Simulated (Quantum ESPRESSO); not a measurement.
## C in Quantum ESPRESSO: convergence with k mesh

Crystal: C.

```xyz
8
Lattice="2.5221 0.0000 0.0000 -1.2611 2.1842 0.0000 0.0000 0.0000 8.2371" Properties=species:S:1:pos:R:3 pbc="T T T"
C     1.2611    0.7281    6.9501
C     0.0000    1.4561    2.8315
C     1.2611    0.7281    5.4056
C     0.0000    1.4561    1.2870
C     0.0000    0.0000    7.4649
C     0.0000    0.0000    3.3463
C     0.0000    0.0000    4.8908
C     0.0000    0.0000    0.7722
```

This is a hexagonal form of diamond, not graphite.

* Program: Quantum ESPRESSO 7.5
* Task: single point
* Functional: PBE
* Potentials or basis: PseudoDojo 0.4 SR PBE stringent
* Cutoff: 1116 eV
* Density cutoff: 4463 eV
* k mesh: 2 × 2 × 1
* Occupations: fermi-dirac, width 0.05 eV
* Spin: no spin polarisation

These are the settings of the first run; the series varies k mesh, with any setting tied to it.

Hardware: 1 thread of Intel(R) Xeon(R) Platinum 8488C (Sapphire Rapids) (shared host).

| k mesh | energy less the tightest run, at zero smearing (meV/atom) | pressure (GPa) | largest force (eV/Å) | gap on the mesh (eV) | SCF cycles | CPU time (s) | peak memory (GiB) |
| --- | --- | --- | --- | --- | --- | --- | --- |
| 2 × 2 × 1 | 810.11 | 16.84 | 0.851 | 4.416 | 9 | 2.6 | 0.06 |
| 4 × 4 × 1 | 36.28 | 3.09 | 0.472 | 4.515 | 8 | 4.1 | 0.06 |
| 5 × 5 × 2 | 8.92 | 2.47 | 0.345 | 4.473 | 9 | 9.6 | 0.07 |
| 7 × 7 × 2 | 0.77 | 2.34 | 0.328 | 4.478 | 10 | 16 | 0.08 |
| 9 × 9 × 3 | 0.07 | 2.33 | 0.329 | 4.489 | 9 | 22 | 0.09 |
| 11 × 11 × 4 | 0.01 | 2.33 | 0.329 | 4.497 | 9 | 43 | 0.12 |
| 12 × 12 × 4 | 0.00 | 2.33 | 0.329 | 4.474 | 9 | 51 | 0.13 |
| 14 × 14 × 5 | 0.00 | 2.33 | 0.329 | 4.478 | 9 | 68 | 0.15 |
| 17 × 17 × 6 | 0.00 | 2.33 | 0.329 | 4.474 | 9 | 120 | 0.23 |

Against the tightest run, the energy stays within 1 meV/atom from 7 × 7 × 2 on; the pressure stays within 0.1 GPa from 7 × 7 × 2 on; the largest force stays within 0.005 eV/Å from 7 × 7 × 2 on; the gap on the mesh stays within 0.01 eV from 12 × 12 × 4 on. Meshes of other sizes hit other points, so gaps and Fermi surfaces needn't settle smoothly. The tightest run that finished is the yardstick and may itself not be fully converged.

Caveat, for the tightest run too: an odd mesh through Γ misses points on the zone boundary, where band edges often lie.
